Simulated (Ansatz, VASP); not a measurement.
# Ti15BO32 (B_Ti) in two plane-wave programs, part 2 of 2

Wanted: the spread between two codes on one cell, functional and k mesh. Of the first pair: The structure shown is the start of the Ansatz relaxation below; VASP solves that cell, so the two are compared at the walk's first step.

VASP 6.6.1 and Ansatz 0.2.0.

So far: Starting point; Ansatz: relaxation, r2SCAN.

## Step 3: VASP: single point, r2SCAN, start cell, pair 1

Level of this step: r2SCAN, no spin polarisation; plane waves and PAW (Ti_sv, O, B) (VASP).

The same cell, functional and mesh now go to VASP, with its own data sets.

Lines of VASP's logs that name or quote its potential files are left out, and so is its time.

File INCAR:

```
SYSTEM = Ti15BO32
PREC = Accurate
ENCUT = 580
EDIFF = 1E-06
NELM = 120
ISMEAR = 0
SIGMA = 0.01
LREAL = Auto
ALGO = Normal
METAGGA = R2SCAN
LASPH = .TRUE.
NELECT = 376
NBANDS = 224
LORBIT = 11
LWAVE = .FALSE.
LCHARG = .FALSE.
ISIF = 2
GGA_COMPAT = .FALSE.
EFERMI = MIDGAP
LMIXTAU = .TRUE.
NCORE = 2
```

File POSCAR:

```
Ti15BO32
1.0
    7.5557214537      0.0000000000      0.0000000000
    0.0000000000      7.5557214537      0.0000000000
    0.0000000000      0.0000000000      9.5834772461
Ti O B
15 32 1
Direct
    0.0020511608      0.9986563824      0.0048459446
    0.2514618904      0.2435592698      0.5003253910
    0.9977740048      0.2479407177      0.2546372196
    0.2488320952      0.0064770784      0.7505430248
    0.0034470567      0.4955129729      0.9972944058
    0.2543549298      0.7476531572      0.4965347001
    0.0007566452      0.7565031394      0.2507592952
    0.2438423665      0.4976492348      0.7504651824
    0.4995804865      0.9939882644      0.0021554807
    0.5000341825      0.2448548443      0.2532809269
    0.7465845630      0.0054501744      0.7512268058
    0.4980200796      0.4937107625      0.9995557980
    0.7453856041      0.7544218027      0.5013532016
    0.5033704621      0.7446616494      0.2515635962
    0.7460975149      0.5023732046      0.7537752545
    0.0045681938      0.2459868341      0.4552252682
    0.2560860683      0.0025065773      0.9567445891
    0.0045928109      0.9959201778      0.2092234320
    0.2527521709      0.2506654079      0.7025682669
    0.9991157694      0.2523905906      0.0475308688
    0.2437000902      0.9982876552      0.5435692981
    0.0058081813      0.9983351689      0.7905880930
    0.2480624797      0.2536225047      0.2886259266
    0.9955253777      0.7510916111      0.4610300506
    0.2486839955      0.5054001823      0.9601151820
    0.9942468763      0.4994928708      0.2047370646
    0.2558818522      0.7488543661      0.7050702815
    0.0056800665      0.7503118047      0.0453816489
    0.2437657358      0.4993779910      0.5443956161
    0.9965473846      0.4981133864      0.7885210979
    0.2527640824      0.7468750714      0.2886663086
    0.5046940948      0.2457978383      0.4588799960
    0.7521948810      0.0061248949      0.9582361145
    0.4977110423      0.9938129006      0.2068724064
    0.7472222255      0.2490597373      0.7026068750
    0.4955464575      0.2545962039      0.0413894654
    0.7542815117      0.9964497103      0.5455429032
    0.4939460808      0.0014959524      0.7944621565
    0.7562336747      0.2518353822      0.2937023721
    0.5028586646      0.7516264376      0.4527565401
    0.7557007011      0.5032252742      0.9580279437
    0.4998801270      0.5060431388      0.2051599800
    0.7493820457      0.7466786639      0.7117700418
    0.4940792250      0.7525739315      0.0438614283
    0.7464089345      0.4982675742      0.5385522256
    0.4993006986      0.5019147441      0.7877524834
    0.7530805675      0.7509097622      0.2881546989
    0.7461373523      0.2447722579      0.5009790159
```

File KPOINTS:

```
Automatic mesh
0
Gamma
1 1 1
0 0 0
```

The projector-augmented-wave data sets are Ti_sv, O and B (PBE family, release 64).

The run is started by

```
$ mpirun -np 8 vasp_gam
```

Numbers of over 12 decimals in the logs are rounded to 6 here.

What it wrote:

```text
[banner, memory and clock lines left out]
running    8 mpi-ranks, on    1 nodes
[...]
|                                                                             |
|               ----> ADVICE to this user running VASP <----                  |
|                                                                             |
|     You enforced a specific xc type in the INCAR file but a different       |
|     [... a line on the potential file left out ...]
|     I HOPE YOU KNOW WHAT YOU ARE DOING!                                     |
|                                                                             |

 LDA part: xc-table for (None), standard interpolation
 POSCAR, INCAR and KPOINTS ok, starting setup
[...]
entering main loop
       N       E                     dE             d eps       ncg     rms          rms(c)
DAV:   1     0.787684845267E+04    0.78768E+04   -0.22387E+05   448   0.228E+03
DAV:   2     0.133797539876E+04   -0.65389E+04   -0.63050E+04   448   0.705E+02
DAV:   3    -0.524330026306E+03   -0.18623E+04   -0.17697E+04   568   0.308E+02
DAV:   4    -0.767931100088E+03   -0.24360E+03   -0.24240E+03   632   0.120E+02
DAV:   5    -0.786365625790E+03   -0.18435E+02   -0.18417E+02   720   0.299E+01BRMIX: very serious problems
 the old and the new charge density differ
 old charge density:   375.00000 new  376.00000
    0.903E+01
DAV:   6    -0.594221161670E+03    0.19214E+03   -0.65624E+02   640   0.102E+02    0.312E+01
DAV:   7    -0.550962169931E+03    0.43259E+02   -0.61864E+01   544   0.209E+01    0.159E+01
DAV:   8    -0.573235979194E+03   -0.22274E+02   -0.11887E+01   552   0.130E+01    0.516E+00
DAV:   9    -0.529917011429E+03    0.43319E+02   -0.10880E+01   504   0.115E+01    0.399E+00
[...]
DAV:  21    -0.539268036103E+03   -0.13262E-04   -0.52472E-06   456   0.837E-03    0.358E-03
DAV:  22    -0.539268045565E+03   -0.94620E-05   -0.33714E-06   400   0.675E-03    0.188E-03
DAV:  23    -0.539268045786E+03   -0.22083E-06   -0.62263E-07   272   0.327E-03
   1 F= -.53926805E+03 E0= -.53926805E+03  d E =0.000000E+00
```

OUTCAR, selected parts (step 3):

```text
  Total       -4.9932429    -11.1935734     16.0082949      0.0388455      0.5270141     -1.7129566
  in kB      -14.6223872    -32.7796522     46.8792510      0.1137566      1.5433266     -5.0162821
  external PRESSURE =      -0.1742628 kB  Pullay stress =       0.0000000 kB

 POSITION                                       TOTAL-FORCE (eV/Angst)
 -----------------------------------------------------------------------------------
      0.01550      7.54557      0.04644         0.096425     -0.169273     -0.938849
      1.89998      1.84027      4.79486        -0.382538      0.604635     -1.273623
      7.53890      1.87337      2.44031        -0.329736      1.159741      0.115574
      1.88011      0.04894      7.19281        -0.228094     -1.069037     -0.581472
      0.02605      3.74396      9.55755        -0.570883      0.127192      1.418158
      1.92183      5.64906      4.75853        -1.081958     -0.278625      0.638953
      0.00572      5.71593      2.40315        -0.156285     -1.870732      0.533478
      1.84240      3.76010      7.19207         0.320129      1.159032     -1.113642
      3.77469      7.51030      0.02066         0.103586     -0.096699     -0.339996
      3.77812      1.85006      2.42731         0.553999      0.155906      0.322125
      5.64098      0.04118      7.19937         0.293559      0.292670     -0.815685
      3.76290      3.73034      9.57922         0.433152      0.551945     -0.237544
      5.63193      5.70020      4.80471         1.303428     -1.573311      0.923797
      3.80333      5.62646      2.41085         0.157400      0.272438     -0.606041
[...]
-----------------------------------------------------------------------------------
    total drift:                                0.002403      0.006113      0.002651

  FREE ENERGIE OF THE ION-ELECTRON SYSTEM (eV)
  ---------------------------------------------------
  free  energy   TOTEN  =      -539.2680457858 eV

  energy  without entropy=     -539.2680457858  energy(sigma->0) =     -539.26804579

[... 3 further parts left out ...]
[key lines of the parts left out:]
E-fermi :   4.2876
```

The run ends at a pressure of -0.02 GPa, with forces up to 2.8 eV/Å.

## Step 4: Differences

Known differences besides the potentials themselves: VASP keeps PBE cores, Ansatz makes them for the functional; fixed occupations in Ansatz, narrow Gaussian smearing in VASP; the cutoff is 500 eV in Ansatz and 580 eV in VASP (PREC = Accurate, projectors in real space); in our runs with r2SCAN, forces from VASP's data set Ti_sv part from Ansatz's all-electron ones, so neither program is the reference here. Total energies have different zeros and are not compared.

Forces on 8 of the 48 atoms, those with the largest forces and the largest differences (eV/Å; atoms numbered as in POSCAR):

| atom | Ansatz x, y, z | VASP x, y, z |
| --- | --- | --- |
| Ti7 | -0.174, -1.795, 0.512 | -0.156, -1.871, 0.533 |
| Ti13 | 1.290, -1.532, 0.915 | 1.303, -1.573, 0.924 |
| Ti15 | -0.126, -0.341, -2.339 | -0.110, -0.397, -2.372 |
| O16 | -1.441, -0.107, 1.202 | -1.535, -0.108, 1.256 |
| O32 | 1.904, -0.184, 0.316 | 1.977, -0.187, 0.366 |
| O36 | 0.182, -0.426, 0.509 | 0.181, -0.517, 0.496 |
| O37 | -0.352, 2.465, -0.888 | -0.352, 2.577, -0.924 |
| O39 | -1.438, -0.239, 2.026 | -1.489, -0.241, 2.045 |

The forces differ by 32 meV/Å r.m.s., which is 4.2 % of the r.m.s. force of 0.770 eV/Å (both taken over all components). The cell carries a charge of -1 e against a uniform background, so its pressure also hangs on how the neutralising background is counted, and in a defect's cell a gap may be the spacing between its levels.

## Step 5: Ansatz: relaxation, r2SCAN

This run makes the geometry at which the two programs are then compared.

The structure compared here is the end of the Ansatz relaxation.

File input.yaml:

```yaml
crystal:
  lattice:
    - [3.77786073, 0.0, 0.0]
    - [0.0, 3.77786073, 0.0]
    - [0.0, 0.0, 9.58347725]
  atoms:
    - { symbol: Ti, position: [0.0, 0.0, 0.0] }
    - { symbol: Ti, position: [0.5, 0.5, 0.5] }
    - { symbol: Ti, position: [0.0, 0.5, 0.25] }
    - { symbol: Ti, position: [0.5, 0.0, 0.75] }
    - { symbol: O, position: [0.0, 0.5, 0.45728385] }
    - { symbol: O, position: [0.5, 0.0, 0.95728385] }
    - { symbol: O, position: [0.0, 0.0, 0.20728385] }
    - { symbol: O, position: [0.5, 0.5, 0.70728385] }
    - { symbol: O, position: [0.0, 0.5, 0.04271615] }
    - { symbol: O, position: [0.5, 0.0, 0.54271615] }
    - { symbol: O, position: [0.0, 0.0, 0.79271615] }
    - { symbol: O, position: [0.5, 0.5, 0.29271615] }
  supercell: [2, 2, 1]
  defects: [{ substitution: { at: 25, symbol: B } }]
total_charge: -1
basis:
  ecutwfc: 500
  xc_grid: 2
hamiltonian:
  xc: r2scan
kpoints:
  mp_grid: { grid: [1, 1, 1] }
scf:
  occupations: { method: fixed }
  max_iter: 100
output:
  forces: true
  charged_corrections: { epsilon: [6.86, 6.86, 6.3], static_epsilon: [66.3, 66.3, 30.29] }
relax:
  f_tol: 0.02
  max_steps: 80
  random_displacement: { amplitude: 0.05, seed: 579 }
checkpoint:
  write: "../qm1.relax.run"
  compress: false
  write_wavefunctions: true
  write_every: 100000
```

The run is started by

```
$ ansatz run input.yaml --threads 4 --pin off --max-ram 6594MiB --backend cpu --events-out ev --progress --plain --runs-dir out
```

What it wrote:

```text
[...]
Crystal: 48 atoms, lattice volume = 547.110 Å³
Basis set: ecut = 500 eV, 13875 PW (Γ), exchange–correlation on 120×120×144 points (8 copies of the dense FFT grid, shifted against one another)
Bands: 236, of which v1, the nominal top of the filled ones, is band 188 counted from 1 (187 counted from 0)
Symmetry: 1 space group operations
k-points: 1
[...]
SCF iter   1: F=—  HF=-55975.700115 eV  |F-HF|=—  |Δ(HF+E_count)|=         —  Δρ=2.87e-2  dr2=5.68e0  dr2_τ=3.05e0  ethr=1.77e-3  ⟨swp⟩=3.0  Hψ=718  notcnv=0  defer=44
[...]
- { symbol: Ti, position: [0.246166, 0.499975, 0.752921] }
[...]
- { symbol: B, position: [0.683954, 0.315907, 0.499921] }
[...]
- { symbol: Ti, position: [0.506894, 0.494023, -0.000481792] }
    - { symbol: Ti, position: [0.754494, 0.745682, 0.496094] }
    - { symbol: Ti, position: [0.498079, 0.751331, 0.246685] }
    - { symbol: Ti, position: [0.749868, 0.492890, 0.741063] }
[...]
- { symbol: O, position: [0.493999, 0.752106, 0.040462] }
    - { symbol: O, position: [0.726929, 0.494925, 0.526987] }
    - { symbol: O, position: [0.503138, 0.483002, 0.793477] }
    - { symbol: O, position: [0.753021, 0.743987, 0.289585] }
```

## Step 6: VASP: single point, r2SCAN, relaxed cell, pair 2

The same cell, functional and mesh now go to VASP, with its own data sets.

INCAR is that of step 3.

File POSCAR:

```
Ti15BO32
1.0
    7.5557214600      0.0000000000      0.0000000000
    0.0000000000      7.5557214600      0.0000000000
    0.0000000000      0.0000000000      9.5834772500
Ti O B
15 32 1
Direct
    0.9984044111      0.0019546841      0.0004168230
    0.2544719149      0.2465065975      0.5040248018
    0.9895567082      0.2503063590      0.2786827103
    0.2441752731      0.0020443742      0.7520483141
    0.0014863975      0.4870003082      0.0049253183
    0.2545789387      0.7464591987      0.5002379692
    0.9967073757      0.7520024692      0.2478205531
    0.2461661838      0.4999749572      0.7529213899
    0.5133920743      0.9991518341      0.9950875797
    0.5070489351      0.2487083169      0.2583496910
    0.7460492621      0.0096559269      0.7213683364
    0.5068943049      0.4940231180      0.9995182077
    0.7544941374      0.7456821088      0.4960939678
    0.4980787771      0.7513308725      0.2466852304
    0.7498675671      0.4928897355      0.7410627237
    0.0227457614      0.2514722361      0.4671121073
    0.2474229497      0.0065493762      0.9546676151
    0.9951109252      0.0061457001      0.2135696124
    0.2617952714      0.2461353978      0.7107072500
    0.9893550955      0.2487770452      0.0498393320
    0.2546855546      0.9942890900      0.5457292785
    0.9941816316      0.0049318878      0.7857751084
    0.2673331366      0.2435538169      0.2986264956
    0.0044541113      0.7443358188      0.4546377795
    0.2482875700      0.5060708410      0.9590586062
    0.0047602966      0.4940598470      0.2126543836
    0.2526852902      0.7467064902      0.7119137483
    0.9935279225      0.7523098995      0.0453598248
    0.2485244130      0.5016431392      0.5488188418
    0.9981138986      0.4713833273      0.7931801873
    0.2522982962      0.7539020296      0.2884300921
    0.5055525929      0.2695865980      0.4740498312
    0.7519058319      0.0105237784      0.9504227703
    0.5270061824      0.0024733243      0.2071382059
    0.7419398241      0.2512230870      0.6537419116
    0.4970791969      0.2491812963      0.0460003088
    0.7338912460      0.9760755941      0.5327392466
    0.5067124085      0.9956203128      0.7880762983
    0.7481988509      0.2636075073      0.3449555231
    0.4962233975      0.7427167165      0.4510741829
    0.7514278834      0.5037848888      0.9538341153
    0.5169219720      0.4981841261      0.2057486153
    0.7634773047      0.7329677402      0.7014786955
    0.4939989130      0.7521062452      0.0404623141
    0.7269290964      0.4949253326      0.5269870754
    0.5031383671      0.4830018881      0.7934772753
    0.7530211209      0.7439873449      0.2895849002
    0.6839538867      0.3159070675      0.4999207581
```

KPOINTS is that of step 3.

The run is started by

```
$ mpirun -np 8 vasp_gam
```

What it wrote:

```text
[banner, memory and clock lines left out]
running    8 mpi-ranks, on    1 nodes
[...]
[... a notice as in an earlier step ...]

 LDA part: xc-table for (None), standard interpolation
 POSCAR, INCAR and KPOINTS ok, starting setup
[...]
entering main loop
       N       E                     dE             d eps       ncg     rms          rms(c)
DAV:   1     0.789653025730E+04    0.78965E+04   -0.22387E+05   448   0.228E+03
DAV:   2     0.134019272777E+04   -0.65563E+04   -0.63195E+04   448   0.707E+02
DAV:   3    -0.532298923968E+03   -0.18725E+04   -0.17737E+04   552   0.309E+02
DAV:   4    -0.774398977929E+03   -0.24210E+03   -0.24136E+03   640   0.121E+02
DAV:   5    -0.791290738481E+03   -0.16892E+02   -0.16880E+02   720   0.279E+01BRMIX: very serious problems
 the old and the new charge density differ
 old charge density:   375.00000 new  376.00000
    0.898E+01
DAV:   6    -0.598656690096E+03    0.19263E+03   -0.66147E+02   648   0.102E+02    0.313E+01
DAV:   7    -0.555568644388E+03    0.43088E+02   -0.65370E+01   552   0.217E+01    0.162E+01
DAV:   8    -0.576605312367E+03   -0.21037E+02   -0.12624E+01   552   0.128E+01    0.500E+00
DAV:   9    -0.535294953059E+03    0.41310E+02   -0.10956E+01   480   0.116E+01    0.384E+00
[...]
DAV:  21    -0.544123715468E+03   -0.22403E-04   -0.12611E-05   496   0.110E-02    0.339E-03
DAV:  22    -0.544123719469E+03   -0.40013E-05   -0.21381E-06   296   0.595E-03    0.153E-03
DAV:  23    -0.544123719190E+03    0.27900E-06   -0.65506E-07   272   0.298E-03
   1 F= -.54412372E+03 E0= -.54412372E+03  d E =0.000000E+00
```

OUTCAR, selected parts (step 6):

```text
  Total       -0.6193803     -1.1642620     13.4468548     -0.7380326     -0.2934276     -0.1496102
  in kB       -1.8138150     -3.4094656     39.3782401     -2.1612804     -0.8592838     -0.4381237
  external PRESSURE =      11.3849865 kB  Pullay stress =       0.0000000 kB

 POSITION                                       TOTAL-FORCE (eV/Angst)
 -----------------------------------------------------------------------------------
      7.54367      0.01477      0.00399        -0.004705      0.005245     -0.000503
      1.92272      1.86254      4.83031         0.141990      0.009805      0.032864
      7.47681      1.89125      2.67075         0.012064     -0.005775     -0.125761
      1.84492      0.01545      7.20724         0.043784     -0.040425     -0.020849
      0.01123      3.67964      0.04720        -0.014503      0.087380     -0.016178
      1.92353      5.64004      4.79402        -0.033828      0.009652      0.000469
      7.53084      5.68192      2.37498         0.044490     -0.018148      0.027315
      1.85996      3.77767      7.21561         0.025221     -0.035206      0.006945
      3.87905      7.54931      9.53640        -0.091692      0.012503      0.017457
      3.83112      1.87917      2.47589         0.081251      0.001261      0.004184
      5.63694      0.07296      6.91322         0.040452     -0.011090      0.121340
      3.82995      3.73270      9.57886        -0.049452      0.040553      0.008129
      5.70075      5.63417      4.75431        -0.022989     -0.151042     -0.030946
      3.76334      5.67685      2.36410         0.041715     -0.008897     -0.009733
[...]
-----------------------------------------------------------------------------------
    total drift:                                0.002541     -0.013793     -0.003206

  FREE ENERGIE OF THE ION-ELECTRON SYSTEM (eV)
  ---------------------------------------------------
  free  energy   TOTEN  =      -544.1237191900 eV

  energy  without entropy=     -544.1237191900  energy(sigma->0) =     -544.12371919

[... 1 part as in an earlier step ...]

[... 2 further parts left out ...]
[key lines of the parts left out:]
E-fermi :   4.1834
```

The run ends at a pressure of 1.14 GPa, with forces up to 0.21 eV/Å.

## Step 7: Side by side

Both answers:

| quantity | Ansatz | VASP | difference |
| --- | --- | --- | --- |
| gap on the k mesh (eV) | 2.693 | 2.713 | -0.021 |

Forces on 7 of the 48 atoms, those with the largest forces and the largest differences (eV/Å; atoms numbered as in POSCAR):

| atom | Ansatz x, y, z | VASP x, y, z |
| --- | --- | --- |
| Ti2 | 0.001, -0.003, 0.010 | 0.142, 0.010, 0.033 |
| Ti3 | -0.002, 0.001, 0.003 | 0.012, -0.006, -0.126 |
| Ti11 | 0.002, 0.000, 0.000 | 0.040, -0.011, 0.121 |
| Ti13 | 0.002, -0.008, -0.005 | -0.023, -0.151, -0.031 |
| O16 | -0.005, -0.004, -0.006 | -0.163, 0.000, 0.111 |
| O37 | -0.004, 0.009, 0.001 | -0.021, 0.174, -0.110 |
| O43 | 0.001, 0.006, 0.003 | 0.008, 0.114, 0.031 |

The forces differ by 45 meV/Å r.m.s., where the r.m.s. force is 0.004 eV/Å in Ansatz and 0.045 eV/Å in VASP: the atoms lie near their places of rest in Ansatz, so a percentage would say little (all taken over all components). A gap on the mesh is an upper bound, since the band edges may lie between its points. The cell carries a charge of -1 e against a uniform background, so its pressure also hangs on how the neutralising background is counted, and in a defect's cell a gap may be the spacing between its levels.

## Step 8: What came out

* r.m.s. force difference (single point, r2SCAN, start cell, pair 1): 4.2 % of the r.m.s. force
* r.m.s. force difference (single point, r2SCAN, relaxed cell, pair 2): 45 meV/Å

In words: The r.m.s. force difference is 45 meV/Å (single point, r2SCAN, relaxed cell, pair 2), beyond the 12 meV/Å picked in this series as the mark of a large difference. What causes the difference of the single point, r2SCAN, start cell, pair 1 pair stays open here. What causes the difference of the single point, r2SCAN, relaxed cell, pair 2 pair stays open here. How closely two codes agree says nothing of how well the functional describes the real material.

[Lines on the potential files, build, host, timing and source positions are cut from VASP's logs without a mark.]

[Logs are printed without paths, hosts, clocks, repeated set-up lines and the standing remarks that a program may print on its own settings, such as how far it seeks lower states.]

[Hosts, paths, dates, database ids (printed as entryN), source tags and the programs' standing remarks are cut or masked in the printed files.]
